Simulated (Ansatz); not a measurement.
# C: single points about a listed cell

A set of self-consistent runs on C under swapped elements, distortions that keep the symmetry, other functionals, to map its energy surface near the listed cell.

Program: Ansatz 0.2.0. Level of theory: DFT PBE, scalar-relativistic, plane waves, PAW. These are calculated values, not measurements.

1 further run of the same task is left out (set aside as unsound or not needed).

**1. The system as given**

The structure is cubic, space group Fd-3m (No. 227). The conventional cell has a = 3.567 Å, b = 3.567 Å, c = 3.567 Å, α = 90.00°, β = 90.00°, γ = 90.00°. Around C (site symmetry -43m) lie 4 C at 1.54 Å.

Coordinates:

```xyz
2
Lattice="0.0000 1.7834 1.7834 1.7834 0.0000 1.7834 1.7834 1.7834 0.0000" Properties=species:S:1:pos:R:3 pbc="T T T"
C     1.7834    1.7834    1.7834
C     2.6751    2.6751    2.6751
```

The structure comes from the Crystallography Open Database.

**2. One element swapped, cell strained: C → Sn, first probe**

Against the listed cell: Sn takes all sites of C, and lengths are scaled by 1.497 as a first guess of the size; strain xx, yy, zz, yz, xz, xy = -1.6, -1.6, -1.6, +0.0, +0.0, +0.0 %.

input.yaml reads:

```yaml
crystal:
  lattice:
    - [0.0, 2.6265053536, 2.6265053536]
    - [2.6265053536, 0.0, 2.6265053536]
    - [2.6265053536, 2.6265053536, 0.0]
  atoms:
    - { symbol: Sn, position: [0.5, 0.5, 0.5] }
    - { symbol: Sn, position: [0.75, 0.75, 0.75] }
basis:
  ecutwfc: 420
kpoints:
  mp_grid: { grid: [6, 6, 6] }
hamiltonian:
  xc: pbe
scf:
  occupations: { method: gaussian, width: 0.1 }
output:
  forces: true
  stress: true
  eigenvalues: true
```

Launch:

```bash
$ ansatz run input.yaml --threads 1 --pin off --max-ram 1331MiB --backend cpu --events-out ev --progress --plain --runs-dir out
```

**3. Substitution of an element, cell strained: C → Sn**

input.yaml: that of step 2 with these lines changed.

```diff
@@ -11,3 +11,3 @@
 kpoints:
-  mp_grid: { grid: [6, 6, 6] }
+  mp_grid: { grid: [14, 14, 14] }
 hamiltonian:
```

**4. A distortion that keeps the symmetry**

input.yaml reads:

```yaml
crystal:
  lattice:
    - [0.0, 1.840540136, 1.840540136]
    - [1.840540136, 0.0, 1.840540136]
    - [1.840540136, 1.840540136, 0.0]
  atoms:
    - { symbol: C, position: [0.5, 0.5, 0.5] }
    - { symbol: C, position: [0.75, 0.75, 0.75] }
basis:
  ecutwfc: 420
kpoints:
  mp_grid: { grid: [12, 12, 12] }
hamiltonian:
  xc: pbe
scf:
  occupations: { method: gaussian, width: 0.02 }
output:
  forces: true
  stress: true
  eigenvalues: true
```

**5. A change within the space group**

input.yaml: that of step 4 with these lines changed.

```diff
@@ -2,5 +2,5 @@
   lattice:
-    - [0.0, 1.840540136, 1.840540136]
-    - [1.840540136, 0.0, 1.840540136]
-    - [1.840540136, 1.840540136, 0.0]
+    - [0.0, 1.760019626, 1.760019626]
+    - [1.760019626, 0.0, 1.760019626]
+    - [1.760019626, 1.760019626, 0.0]
   atoms:
@@ -20 +20,2 @@
   eigenvalues: true
+  populations: true
```

**6. Functional and cell changed: LDA**

input.yaml reads:

```yaml
crystal:
  lattice:
    - [0.0, 1.724761808, 1.724761808]
    - [1.724761808, 0.0, 1.724761808]
    - [1.724761808, 1.724761808, 0.0]
  atoms:
    - { symbol: C, position: [0.5, 0.5, 0.5] }
    - { symbol: C, position: [0.75, 0.75, 0.75] }
basis:
  ecutwfc: 420
kpoints:
  mp_grid: { grid: [12, 12, 12] }
hamiltonian:
  xc: lda
scf:
  occupations: { method: gaussian, width: 0.02 }
output:
  forces: true
  stress: true
  eigenvalues: true
```

What does the calculation give? Wanted: for each run, case; energy; pressure; largest force.

The runs gave:

| step | case | energy (meV/atom) | pressure (GPa) | largest force (eV/Å) | gap on the mesh (eV) |
| --- | --- | --- | --- | --- | --- |
| 3 | substitution of an element, cell strained: C → Sn | n/a | 136.3 | 0.00 | 0.00 |
| 4 | a distortion that keeps the symmetry | +0.0 | -33.1 | 0.00 | 3.95 |
| 5 | a change within the space group | -44.9 | 20.5 | 0.00 | 4.25 |
| 6 | functional and cell changed: LDA | n/a | 37.5 | 0.00 | 4.39 |

Energies are counted from step 4, with the smearing taken to zero. Other atoms or functionals have another zero of energy (n/a). A gap of 0.00 means none on the mesh at this level.

In words: Among the distorted cells of the listed formula and level the gap runs from 3.95 eV to 4.25 eV.

These are semilocal Kohn-Sham gaps, which aren't the measured quantity. Such gaps usually fall short of the measured ones.
